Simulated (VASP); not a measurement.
The system is Ni.

```xyz
1
Lattice="-1.3837 1.3837 1.3837 1.3837 -1.3837 1.3837 1.3837 1.3837 -1.3837" Properties=species:S:1:pos:R:3 pbc="T T T"
Ni    0.0000    0.0000    0.0000
```

This isn't the form of Ni at room conditions, which is fcc.

```yaml
Program: VASP 6.6.1
Task: single point
Functional: PBE
Potentials_or_basis: VASP PAW PBE potentials, release 64 (Ni)
Cutoff: 520 eV
k_mesh: 13 × 13 × 13
Occupations: fermi-dirac, width 0.05 eV
Spin: collinear spin, ferromagnetic start
Starting_moments: "[1.0] μB"
```

On this cell: pressure 7.6 GPa; net moment 0.58 μB per cell; site moments Ni +0.58 μB; band gap on the k mesh none (metal or under the smearing width).

The same run follows on a disturbed copy (cell strained at random at fixed volume):

```
CELL_PARAMETERS angstrom
-1.38853 1.36313 1.43177
1.33108 -1.36244 1.37363
1.41530 1.38921 -1.43108
ATOMIC_POSITIONS crystal
Ni 0.97925 0.97687 0.98052
```

What does the disturbed cell give?

The energy (extrapolated to zero smearing) moves by +10.4 meV/atom; pressure 8.0 GPa; net moment 0.57 μB per cell; site moments Ni +0.58 μB; band gap on the k mesh none (metal or under the smearing width).

Stress tensor (GPa, compression positive):
```
 7.07 -3.10  6.99
-3.10  7.75 -0.45
 6.99 -0.45  9.16
```
